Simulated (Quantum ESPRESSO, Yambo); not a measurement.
# A GW chain in Yambo: KI (Fm-3m), part 2 of 2

Wanted: ground state, empty states, screening and self-energy for KI (Fm-3m).

Quantum ESPRESSO 7.5 and Yambo 5.3.0; PBE and many-body steps on it, plane waves. Known limits of the many-body steps: not at the basis limit; no spin-orbit coupling.

So far. Step 2 (Ground state): The gap is direct, at Γ. Step 3 (Bands along the symmetry lines): The gap is 3.968 eV, as in the run before at this level.

## Step 4: Empty states on the mesh, 4×4×4 mesh, 384 bands

Level of this step: DFT, PBE, plane waves, norm-conserving pseudopotentials (Quantum ESPRESSO).

The sums over transitions need many empty states on a uniform mesh; this step solves for them.

The input, pw.in:

```
&control
  calculation = 'nscf'
  prefix = 'x'
  outdir = 'o'
  pseudo_dir = 'pseudo'
/
&system
  ibrav = 0
  nat = 2
  ntyp = 2
  ecutwfc = 76.0
  nbnd = 384
  force_symmorphic = .true.
/
&electrons
  conv_thr = 1e-9
  electron_maxstep = 80
  diago_full_acc = .true.
  diago_thr_init = 5e-6
/
ATOMIC_SPECIES
  K 39.098 K.upf
  I 126.9 I.upf
CELL_PARAMETERS angstrom
  0.0000000000 3.5327750000 3.5327750000
  3.5327750000 0.0000000000 3.5327750000
  3.5327750000 3.5327750000 -0.0000000000
ATOMIC_POSITIONS crystal
  K 0.0000000000 0.0000000000 0.0000000000
  I 0.5000000000 0.5000000000 0.5000000000
K_POINTS automatic
  4 4 4 0 0 0
```

On the command line:

```sh
$ OMP_NUM_THREADS=1 mpirun -n 4 pw.x -nk 4 -in pw.in > pw.out
```

The log of the run:

```text
[banner, memory and clock lines left out]
Program PWSCF v.7.5 starts

     Atomic positions and unit cell read from directory:
     o/x.save/

     Message from routine setup:
     using ibrav=0 with symmetry is DISCOURAGED, use correct ibrav instead

     G-vector sticks info

     bravais-lattice index     =            0
     lattice parameter (alat)  =       9.4413  a.u.
     unit-cell volume          =     595.0789 (a.u.)^3
     number of atoms/cell      =            2
     number of atomic types    =            2
     number of electrons       =        34.00
     number of Kohn-Sham states=          384
     kinetic-energy cutoff     =      76.0000  Ry
     charge density cutoff     =     304.0000  Ry
     Exchange-correlation= PBE
                           (   1   4   3   4   0   0   0)

     celldm(1)=   9.441258  celldm(2)=   0.000000  celldm(3)=   0.000000
     celldm(4)=   0.000000  celldm(5)=   0.000000  celldm(6)=   0.000000

     crystal axes: (cart. coord. in units of alat)
               a(1) = (   0.000000   0.707107   0.707107 )
               a(2) = (   0.707107   0.000000   0.707107 )
               a(3) = (   0.707107   0.707107  -0.000000 )

     reciprocal axes: (cart. coord. in units 2 pi/alat)
               b(1) = ( -0.707107  0.707107  0.707107 )
               b(2) = (  0.707107 -0.707107  0.707107 )
               b(3) = (  0.707107  0.707107 -0.707107 )
     Pseudo is Norm-conserving + core correction, Zval =  9.0
     Generated using ONCVPSP code by D. R. Hamann
     Using radial grid of 2222 points,  6 beta functions with:
     Pseudo is Norm-conserving + core correction, Zval = 25.0
     Generated using ONCVPSP code by D. R. Hamann
     Using radial grid of 1188 points,  8 beta functions with:
     K                 9.00    39.09800     K ( 1.00)
     I                25.00   126.90000     I ( 1.00)

     48 Sym. Ops., with inversion, found

   Cartesian axes

     site n.     atom                  positions (alat units)
         1        K      tau(   1) = (   0.0000000   0.0000000   0.0000000  )
         2        I      tau(   2) = (   0.7071068   0.7071068   0.7071068  )

     number of k points=     8
                       cart. coord. in units 2pi/alat
        k(    1) = (   0.0000000   0.0000000   0.0000000), wk =   0.0312500
        k(    2) = (   0.1767767   0.1767767  -0.1767767), wk =   0.2500000
        k(    3) = (  -0.3535534  -0.3535534   0.3535534), wk =   0.1250000
[...]
k(    7) = (  -0.7071068   0.0000000   0.0000000), wk =   0.0937500
        k(    8) = (  -0.7071068   0.3535534   0.0000000), wk =   0.1875000

     Dense  grid:    53377 G-vectors     FFT dimensions: (  54,  54,  54)

     The potential is recalculated from file :
     o/x.save/charge-density

     Starting wfcs are   18 randomized atomic wfcs +  366 random wfcs

     Band Structure Calculation

     End of band structure calculation

          k = 0.0000 0.0000 0.0000 (  6615 PWs)   bands (ev):

  -170.5835-117.4416-117.4416-117.4416 -39.8304 -39.8304 -39.8214 -39.8214
   -39.8214 -25.6599  -9.1471  -9.1471  -9.1471  -7.6826   2.8347   2.8347
     2.8347   6.8023   9.3581   9.3581   9.3581  10.0787  10.0787  12.6277
    15.5384  15.5384  15.5384  15.8454  15.8454  15.8454  17.8809  17.8809
[...]
[... 36 further rows ...]
[...]
k = 0.1768 0.1768-0.1768 (  6639 PWs)   bands (ev):

  -170.5835-117.4417-117.4416-117.4416 -39.8368 -39.8368 -39.8294 -39.8257
[...]
[... 36 further rows ...]
[...]
k =-0.3536-0.3536 0.3536 (  6658 PWs)   bands (ev):

  -170.5835-117.4418-117.4417-117.4417 -39.8399 -39.8399 -39.8382 -39.8285
[...]
[... 36 further rows ...]
   142.2522 142.4195 142.4195 142.5843 143.1703 143.7223 143.7223 144.2550
   144.2550 144.9496 144.9496 145.4800 145.8483 145.8483 145.9045 146.0187

          k = 0.3536 0.0000 0.0000 (  6643 PWs)   bands (ev):

     [... further k-points ...]

     highest occupied, lowest unoccupied level (ev):     2.8347    6.8023

     XML data file, pseudopotentials, collected wavefunctions
```

It took 97 s on 4 MPI ranks of Intel Xeon Platinum 8259CL at 2.50GHz (Skylake/Cascade Lake), shared host; peak memory 1.2 GiB.

Numbers from this step:

* gap: 3.968 eV
* k of the valence top: 0, 0, 0
* k of the conduction bottom: 0, 0, 0
* least direct gap: 3.968 eV
* k points computed: 8
* lowest point of the top converged band, above the valence top: 142.3339 eV

On this mesh the gap is 3.968 eV.

## Step 5: Conversion and set-up

This step: Yambo 5.3.0; conversion and set-up on PBE, plane waves, norm-conserving pseudopotentials.

The states are converted to the many-body program's format and the q mesh is built.

On the command line:

```sh
$ (cd o/x.save; p2y > p2y.log; mv SAVE ../..); yambo > setup.log
```

The log of the run:

```text
 Yambo, version 5.3.0

 [02] CORE Variables Setup
 =========================

  [02.01] Unit cells
  ==================

  Cell kind             :  FCC
  Atoms in the cell     :  K  I
  number of K  atoms    :  1
  number of I  atoms    :  1

  List of atomic masses
  Mass of K     :  39.09800
  Mass of I     :  126.9000

  List of atomic coordinates    : [cc]
  K1       :  0.000000  0.000000  0.000000  order 1
  I1       :  6.675977  6.675977  6.675977  order 2

  Alat factors          :  6.675977  6.675977  6.675977 [a.u.]
  Direct lattice volume :  595.0789 [a.u.]
  Direct lattice vectors:  A[ 1 ]  A[ 2 ]  A[ 3 ]
   A[ 1 ]:  0.000000  1.000000  1.000000  [iru]
   0.000000  6.675977  6.675977  [cc]
   A[ 2 ]:  1.000000  0.000000  1.000000  [iru]
   6.675977  0.000000  6.675977  [cc]
   A[ 3 ]:  1.000000  1.000000 -0.000000  [iru]
   6.675977  6.675977 -0.000000  [cc]

  Recip. lattice volume :  0.416836 [a.u.]
  Recip. lattice vectors:  B[ 1 ]  B[ 2 ]  B[ 3 ]
   B[ 1 ]: -0.500000  0.500000  0.500000  [iku]
  -0.470582  0.470582  0.470582  [cc]
   B[ 2 ]:  0.500000 -0.500000  0.500000  [iku]
   0.470582 -0.470582  0.470582  [cc]
   B[ 3 ]:  0.500000  0.500000 -0.500000  [iku]
   0.470582  0.470582 -0.470582  [cc]

  [02.02] Symmetries
  ==================

  Inversion symmetry    : yes
  Spatial inversion     : yes
  Inversion index       :  25
  K-space Time-reversal : no
  Magnetic symmetries   : no
  Group table correct   : yes
  Symmetries units      :  [cc]

   [S  1]:   1.0000      0.66965E-17  0.66965E-17  0.66965E-17   1.0000     -0.66965E-17 -0.66965E-17 -0.66965E-17   1.0000
   [S  2]:  -1.0000     -0.66965E-17  0.66965E-17 -0.66965E-17  -1.0000     -0.66965E-17  0.66965E-17  0.66965E-17   1.0000
   [S  3]:  -1.0000      0.66965E-17 -0.66965E-17 -0.66965E-17   1.0000      0.66965E-17  0.66965E-17 -0.66965E-17  -1.0000
[...]
[... 36 further rows ...]
   [S 47]:  0.66965E-17   1.0000     -0.66965E-17 -0.66965E-17  0.66965E-17  -1.0000       1.0000     -0.66965E-17  0.66965E-17
   [S 48]:  0.66965E-17  -1.0000      0.66965E-17 -0.66965E-17 -0.66965E-17   1.0000       1.0000      0.66965E-17 -0.66965E-17

  [02.03] Reciprocal space
  ========================

  nG shells         :   461
  nG charge         :   53377
  nG WFs            :   7773
  nC WFs            :   6710
  G-vecs. in first 46 shells:  [ Number ]
     1    9   15   27   51   59   65   89  113
    137   169   181   229   259   283   307   331   339
    387   411   459   531   537   561   609   645   701
[...]
1639
  ...
  Shell energy in first 46 shells:  [ mHa ]
[...]
8414.99      8857.89      9190.06      9300.78      9743.67      10075.8      10629.5      10961.6      11072.4
    11515.3      11847.4      11958.1      12733.2      12843.9      13286.8      13619.0      14172.6      14504.8
    14615.5
  ...

[...]
K/Q-points units:
  rlu = crystal or reduced units; cc = cartesian coordinates; iku = interal k-units

  K [1]          [rlu]:  0.000000  0.000000  0.000000
         WF components:   6615
  K [2]          [rlu]: -0.66843E-18 -0.66843E-18  0.25000
         WF components:   6639
  K [3]          [rlu]:  0.13369E-17  0.13369E-17 -0.50000
         WF components:   6658
  K [4]          [rlu]:  0.20426E-17  0.25000      0.25000
         WF components:   6643
  K [5]          [rlu]:  0.20221E-16  0.25000     -0.50000
         WF components:   6674
  [... 2 further k-points ...]
  K [8]          [rlu]:  0.250000 -0.500000 -0.250000
         WF components:   6652

  [02.05] Energies & Occupations
  ==============================

  [X] === General ===
  [X] Electronic Temperature                        :  0.000000  0.000000 [eV K]
  [X] Bosonic    Temperature                        :  0.000000  0.000000 [eV K]
  [X] Finite Temperature mode                       : no
  [X] El. density                                   :  0.38557E+24 [cm-3]
  [X] Fermi Level                                   :  2.834744 [eV]

  [X] === Gaps and Widths ===
  [X] Conduction Band Min                           :  3.967596 [eV]
  [X] Valence Band Max                              :  0.000000 [eV]
  [X] Filled Bands                                  :  17
  [X] Empty Bands                                   :    18   384
  [X] Direct Gap                                    :  3.967596 [eV]
  [X] Direct Gap localized at k                     :  1
  [X] Indirect Gap                                  :  3.967596 [eV]
  [X] Indirect Gap between kpts                     :  1  1
  [X] Last valence band width                       :  0.596216 [eV]
  [X] 1st conduction band width                     :  2.515619 [eV]

  E @ K [1]:  [eV]
  -173.4182 -120.2763 -120.2763 -120.2763  -42.6651  -42.6651  -42.6562  -42.6562
   -42.656      -28.495      -11.982      -11.982      -11.982      -10.517     -0.57060E-11 -0.12571E-11
   0.000000  3.967596  6.523315  6.523315  6.523315  7.243998  7.243998  9.792981
[...]
occ @ K [1]
[...]
E @ K [2]:  [eV]
[...]
occ @ K [2]
[...]
E @ K [3]:  [eV]
[...]
occ @ K [3]
[...]
E @ K [4]:  [eV]
[...]
occ @ K [4]
[...]
E @ K [5]:  [eV]
[...]
occ @ K [5]
[...]
[... 2 further k-points ...]
  E @ K [8]:  [eV]
[...]
occ @ K [8]
[...]
0.000000  0.000000  0.000000  0.000000  0.000000  0.000000  0.000000  0.000000
   0.000000  0.000000  0.000000  0.000000  0.000000  0.000000  0.000000  0.000000

 [03] Transferred momenta grid and indexing
 ==========================================

 IBZ Q-points                                      :   8
 BZ  Q-points                                      :   64

 K/Q-points units:
 rlu = crystal or reduced units; cc = cartesian coordinates; iku = interal k-units

 Q [1]          [rlu]:  0.000000  0.000000  0.000000
 Q [2]          [rlu]: -0.66843E-18 -0.66843E-18  0.25000
 Q [3]          [rlu]:  0.13369E-17  0.13369E-17 -0.50000
[...]
Q [7]          [rlu]: -0.40852E-17 -0.50000     -0.50000
 Q [8]          [rlu]:  0.250000 -0.500000 -0.250000

  [03.01] X indexes
  =================

   [03.01.01] Sigma indexes
   ========================

 [06] Game Over & Game summary
```

The job ended after 6.4 s (1 MPI rank; peak memory 0.26 GiB).

## Step 6: Screening and self-energy, 4×4×4 mesh, 167 bands, screening to 156.5 eV

G0W0 replaces the xc potential by the self-energy, built once from these orbitals. Only a window of levels is corrected, while the sums run over the empty bands that the input names.

This step: G0W0 on PBE, plane waves, norm-conserving pseudopotentials.

The input, gw2.in:

```
HF_and_locXC
gw0
dyson
ppa
em1d
rim_cut
RandQpts= 1000000
RandGvec= 1 RL
EXXRLvcs= 76 Ry
VXCRLvcs= 304 Ry
Chimod= "HARTREE"
% BndsRnXp
 1 | 167 |
%
NGsBlkXp= 11.5 Ry
% LongDrXp
 1 | 1 | 1 |
%
% GbndRnge
 1 | 167 |
%
DysSolver= "n"
ExtendOut
PPAPntXp= 27.21138 eV
% QPkrange
 1 | 1 | 16 | 19 |
%
```

On the command line:

```sh
$ OMP_NUM_THREADS=1 mpirun -n 4 yambo -F gw2.in -J gw2 -C gw2 > gw2.log
```

The log of the run:

```text
 Yambo, version 5.3.0

 [02] CORE Variables Setup
 =========================

  [... cell, symmetries and grids as in the set-up ...]

  [02.05] Energies & Occupations
  ==============================

  [X] === General ===
  [X] Electronic Temperature                        :  0.000000  0.000000 [eV K]
  [X] Bosonic    Temperature                        :  0.000000  0.000000 [eV K]
  [X] Finite Temperature mode                       : no
  [X] El. density                                   :  0.38557E+24 [cm-3]
  [X] Fermi Level                                   :  2.834744 [eV]

  [X] === Gaps and Widths ===
  [X] Conduction Band Min                           :  3.967596 [eV]
  [X] Valence Band Max                              :  0.000000 [eV]
  [X] Filled Bands                                  :  17
  [X] Empty Bands                                   :    18   384
  [X] Direct Gap                                    :  3.967596 [eV]
  [X] Direct Gap localized at k                     :  1
  [X] Indirect Gap                                  :  3.967596 [eV]
  [X] Indirect Gap between kpts                     :  1  1
  [X] Last valence band width                       :  0.596216 [eV]
  [X] 1st conduction band width                     :  2.515619 [eV]

 [03] Transferred momenta grid and indexing
 ==========================================

 IBZ Q-points                                      :   8
 BZ  Q-points                                      :   64

 K/Q-points units:
 rlu = crystal or reduced units; cc = cartesian coordinates; iku = interal k-units

 Q [1]          [rlu]:  0.000000  0.000000  0.000000
 Q [2]          [rlu]: -0.66843E-18 -0.66843E-18  0.25000
 Q [3]          [rlu]:  0.13369E-17  0.13369E-17 -0.50000
 Q [4]          [rlu]:  0.20426E-17  0.25000      0.25000
 Q [5]          [rlu]:  0.31425E-16  0.25000      0.50000
 Q [6]          [rlu]:  0.13369E-17  0.25000     -0.25000
 Q [7]          [rlu]: -0.40852E-17 -0.50000     -0.50000
 Q [8]          [rlu]:  0.250000 -0.500000 -0.250000

 [04] Coloumb potential Random Integration (RIM)
 ===============================================

  [04.01] RIM initialization
  ==========================

  * Diagonal components only detected *

  8 x (sBL volume)        :  0.052104 [a.u.]
  sBZ random points       :  1000000
  Points outside the sBZ  :   7968281
  RL volume               :  0.416836 [a.u.]
  Integrated volume       :  0.418495 [a.u.]

  [04.02] RIM integrals
  =====================

  Gamma point sphere radius             :  0.067750 [a.u.]
  Points outside the sphere             :   800476
  [Int_sBZ(q=0) 1/q^2]*(Vol_sBZ)^(-1/3) =:  7.776341
                                 should be <:  7.795600

  Summary of Coulomb integrals for non-metallic bands |Q|[au] RIM/Bare

  Q [1] 0.100000E-4 0.997530 * Q [2] 0.203768 1.068480
  Q [4] 0.235291 1.066792 * Q [6] 0.332752 1.029814
  Q [5] 0.390186 1.022655 * Q [3] 0.407536 1.020683
  Q [7] 0.470582 1.017590 * Q [8] 0.526126 1.014612

 [WARNING] [Xp] User bands 1-167 break level degeneracy

 [05] Dipoles
 ============

  [05.01] Setup: observables and procedures
  =========================================

 [06] Dynamic Dielectric Matrix (PPA)
 ====================================

 [WR./gw2//ndb.pp]---------------------------------------------------------------
  Brillouin Zone Q/K grids (IBZ/BZ)                :    8   64    8   64
  RL vectors                                       :   7799 [WF]
  Coulomb cutoff potential                         : none
  Electronic Temperature                           :  0.000000 [K]
  Bosonic    Temperature                           :  0.000000 [K]
  PPA    diel. fun.  energies                      : Perdew, Burke & Ernzerhof(X)+Perdew, Burke & Ernzerhof(C)
  wavefunctions                                    : Perdew, Burke & Ernzerhof(X)+Perdew, Burke & Ernzerhof(C)
  Global Gauge                                     : length
  X matrix size                                    :   459
  X band range                                     :    1  167
  X e/h energy range                               : -1.000000 -1.000000 [eV]
  X Time ordering                                  : R
  X Hxc Kernel                                     : HARTREE
  X Drude frequency                                :  0.000000  0.000000
  X poles                                          :  100.0000 [o/o]
  RL vectors in the sum                            :   7799
  [r,Vnl] included                                 : yes
  Field direction                                  :  0.577350E-5  0.577350E-5  0.577350E-5
  BZ energy Double Grid                            : no
  BZ energy DbGd points                            : 0
  BZ Q point size factor                           : -1.000000
  X Optical Averaged directions                    : none

 [07] Local Exchange-Correlation + Non-Local Fock
 ================================================

 [VXC] Plane waves :   53377
 [EXS] Plane waves :   6735

 QP @ state[ 1 ] K range:  1  1
 QP @ state[ 1 ] b range:  16  19

 [xc] Functional : Perdew, Burke & Ernzerhof(X)+Perdew, Burke & Ernzerhof(C)
 [xc] LIBXC used to calculate xc functional
  PP Number of Atomic Species                      :  2
  NLCC RL compoments                               :   53377
  PP Number of Atomic Species                      :  2
  NLCC RL compoments                               :   53377

 [xc] E_xc :  -26.22148 [Ha]
      E_xc :  -52.44295 [Ry]

  Local XC kind (lXC) : Perdew, Burke & Ernzerhof(X)+Perdew, Burke & Ernzerhof(C)
  Non-Local XC kind (nlXC) : Hartree-Fock

  Corrections @ K [1] :  [eV]
 <16|nlXC|16> = -16.25149  0.18994E-18 <16|lXC|16> = -13.18414  0.000000
 <17|nlXC|17> = -16.25157  0.27936E-17 <17|lXC|17> = -13.18414  0.000000
 <18|nlXC|18> = -3.749256  0.81879E-18 <18|lXC|18> = -7.190462  0.000000
 <19|nlXC|19> = -3.670704 -0.12127E-17 <19|lXC|19> = -7.985012  0.000000

 [08] Dyson equation: Newton solver
 ==================================

  [08.01] G0W0 (W PPA)
  ====================

  [  GW  ] Bands range     :    1  167
  [GW/PPA] G damping       :  0.100000 [eV]

  QP @ state[ 1 ] K range:  1  1
  QP @ state[ 1 ] b range:  16  19

   Sc/G bands                                       :    1  167
   Sc/G damping                                     :  0.100000 ev
   Sc bands terminator                              : no
   Sx RL components                                 :   6735

   QP @ state[ 1 ] K range                          :  1  1
   QP @ state[ 1 ] b range                          :  16  19
   GF energies kind                                 : Perdew, Burke & Ernzerhof(X)+Perdew, Burke & Ernzerhof(C)
   GF WF`s kind                                     : Perdew, Burke & Ernzerhof(X)+Perdew, Burke & Ernzerhof(C)
   Xs energies kind                                 : Perdew, Burke & Ernzerhof(X)+Perdew, Burke & Ernzerhof(C)
   Xs WF`s kind                                     : Perdew, Burke & Ernzerhof(X)+Perdew, Burke & Ernzerhof(C)

 [11] Game Over & Game summary
```

The job ended after 12 min (4 MPI ranks; peak memory 2.2 GiB).

This step gave:

```yaml
g0w0_gap_on_the_points_computed: 6.052 eV
starting_gap_on_the_mesh: 3.968 eV
k_of_the_valence_top: 0, 0, 0
k_of_the_conduction_bottom: 0, 0, 0
least_direct_g0w0_gap_on_the_computed_points: 6.052 eV
z_at_the_valence_top: 0.8260
z_at_the_conduction_bottom: 0.8630
```

The gap on the mesh goes from 3.97 eV to 6.05 eV, a correction of +2.08 eV.

Limits: finite bands, cutoff and mesh; no spin-orbit coupling. v1 is the top filled band, c1 the lowest empty one. Levels before and after the correction, in eV, zero at the valence-band top of each column:

```
           conduction bottom  valence top
Kohn-Sham               3.97         0.00
     G0W0               6.05         0.00
```

```
             level  energy (eV)
Kohn-Sham  Γ v2-v1        0.000
Kohn-Sham     Γ c1        3.968
Kohn-Sham     Γ c2        6.523
     G0W0  Γ v2-v1        0.000
     G0W0     Γ c1        6.052
     G0W0     Γ c2        9.227
```

## Step 7: Where the time went

Times are wall times on the hardware named with each run, good to a factor of about two.

```
                          step    time  share  memory (GiB)
                  ground state    19 s    2 %          0.39
bands along the symmetry lines    20 s    2 %          0.33
      empty states on the mesh    97 s   11 %           1.2
         conversion and set-up   6.4 s    1 %          0.26
     screening and self-energy  12 min   84 %           2.2
```

## Step 8: Results

| Item | Value |
| --- | --- |
| PBE gap | 3.97 eV, direct |
| G0W0 gap on the mesh | 6.05 eV |
| GW settings | 4×4×4 mesh, 167 bands, screening to 156.5 eV, Godby-Needs plasmon pole |
| known limits | not at the basis limit; no spin-orbit coupling |

What this shows: G0W0 moves the gap on the mesh from 3.97 eV to 6.05 eV (+2.08 eV), with Z of 0.83 and 0.86 at the edges. Only 1 of the mesh's irreducible points was corrected, so a valley elsewhere could overtake. The dearest step here is «screening and self-energy». Bands and cutoff are finite, so the gap is not at the basis limit. The miss can reach some tenths of an eV and take either sign; the mesh is an error of its own. In the G0W0 run levels were corrected at 1 k point alone, so a gap called «on the mesh» is the least over those, and an edge elsewhere would be missed. The many-body steps are scalar-relativistic: spin-orbit coupling is not in them.

[Paths, hosts, dates, memory and timing lines, banners, echoed tables and standing remarks are left out of the program output.]

[Logs are printed without paths, hosts, clocks, repeated set-up lines and the standing remarks that a program may print on its own settings, such as how far it seeks lower states.]

[Runs of the session that timed out or met a known fault of the program may be left out.]

[Hosts, paths, dates, database ids (printed as entryN), source tags and the programs' standing remarks are cut or masked in the printed files.]
